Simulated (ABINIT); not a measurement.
Crystal: Al2Pt.

```
Pt Al
1.0
     0.00000    2.95500    2.95500
     2.95500    0.00000    2.95500
     2.95500    2.95500    0.00000
Pt Al
1 2
Direct
  0.00000 0.00000 0.00000
  0.75000 0.75000 0.75000
  0.25000 0.25000 0.25000
```

Base run:

- Program: ABINIT 10.8.3 (patched build)
- Functional: AM05
- Potentials or basis: JTH PAW PBE v2.0
- Cutoff: 517 eV
- k mesh: 8 × 8 × 8
- Occupations: fermi-dirac, width 0.05 eV
- Spin: no spin polarisation

Its results: band gap on the k mesh none (metal or under the smearing width); pressure -1.2 GPa.

After a change of settings the same cell gave: band gap on the k mesh none (metal or under the smearing width); pressure -0.4 GPa. Which change was it?
A. functional from AM05 to PW91
B. functional from AM05 to RPBE
C. functional from AM05 to WC
D. functional from AM05 to BLYP

C.

Caveats: the PAW data sets were made with another functional, which shifts forces and pressure a little; spin-orbit coupling is left out, which moves the levels of the heavy elements.
